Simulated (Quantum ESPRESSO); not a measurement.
# AgCl and the effect of the Hubbard U on Ag d

```cif
data_structure
_symmetry_space_group_name_H-M 'P 1'
_symmetry_Int_Tables_number 1
_cell_length_a 3.8679
_cell_length_b 3.8679
_cell_length_c 3.8679
_cell_angle_alpha 60.000
_cell_angle_beta 60.000
_cell_angle_gamma 60.000
_cell_volume 40.92
loop_
_atom_site_label
_atom_site_type_symbol
_atom_site_fract_x
_atom_site_fract_y
_atom_site_fract_z
_atom_site_occupancy
Ag1 Ag 0.00000 0.00000 0.00000 1
Cl1 Cl 0.50000 0.50000 0.50000 1
```

Kept alike: task single point; functional PBE; k mesh 8 × 8 × 8; occupations fermi-dirac, width 0.05 eV; no spin polarisation. Program: Quantum ESPRESSO, SSSP 1.3 efficiency PBE, cutoff 816 eV. The mesh is that of the run's cell of 2 atoms. No spin-orbit coupling.

| Hubbard U on Ag d, U (eV) | band gap (eV) | pressure (GPa) |
| --- | --- | --- |
| 0 | 0.967 | 3.86 |
| 1 | 1.144 | 4.11 |
| 2 | 1.301 | 4.34 |
| 3 | 1.441 | 4.56 |
| 4 | 1.565 | 4.78 |
| 5 | 1.674 | 4.98 |
| 6 | 1.771 | 5.17 |
| 8 | 1.933 | 5.52 |

Pressure is positive in compression; the values hold the error of the finite cutoff, so their zero can differ a little from the energy's minimum. U acts here on a shell without spin polarisation. How U acts hangs on the program's projectors. A gap read on the mesh alone can miss an edge between its points.

Q: What does the Hubbard U on Ag d change here?

A: The band gap rises from 0.967 to 1.933 eV between 0 and 8 eV. U pushes filled shell states down and empty ones up. The mean slope is +0.12 eV per eV of U. The pressure rises from 3.86 to 5.52 GPa between 0 and 8 eV. U localises the shell and weakens its bonds, so the cell pushes outwards.
